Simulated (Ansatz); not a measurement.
# Sn: the cost of one run

Computed with Ansatz 0.2.0 (DFT r²SCAN, scalar-relativistic, plane waves, PAW (the target; the first runs use scalar-relativistic PBE), unless a step's input says otherwise).

## (1) The system as given

The structure is hexagonal, space group P6_3/mmc (No. 194). Conventional cell: a = 3.369 Å, b = 3.369 Å, c = 5.503 Å, α = 90.00°, β = 90.00°, γ = 120.00°. Sn (site symmetry -6m2) is surrounded by 12 Sn at 3.37 Å.

As a file:

```xyz
2
Lattice="3.3694 0.0000 0.0000 -1.6847 2.9180 0.0000 0.0000 0.0000 5.5033" Properties=species:S:1:pos:R:3 pbc="T T T"
Sn    0.0000    1.9453    4.1275
Sn    1.6847    0.9727    1.3758
```

## (2) Full relaxation (PBE, 6×6×4 mesh)

input.yaml reads:

```yaml
crystal:
  lattice:
    - [3.3693956289, 0.0, 0.0]
    - [-1.6846978144, 2.91798221, 0.0]
    - [0.0, 0.0, 5.5033461938]
  atoms:
    - { symbol: Sn, position: [0.3333333333, 0.6666666667, 0.75] }
    - { symbol: Sn, position: [0.6666666667, 0.3333333333, 0.25] }
basis:
  ecutwfc: 420
  ecutrho_ratio: 4
kpoints:
  mp_grid: { grid: [6, 6, 4] }
hamiltonian:
  xc: pbe
scf:
  occupations: { method: gaussian, width: 0.05 }
output:
  forces: true
  stress: true
  eigenvalues: true
relax:
  f_tol: 0.03
  max_steps: 60
  cell: { stress_tol: 0.3 }
```

**Question.** How long does this run take on 2 threads of an Arm CPU, shared host, and how much memory does it need?

About 1.6 s, with a peak of 0.31 GiB.
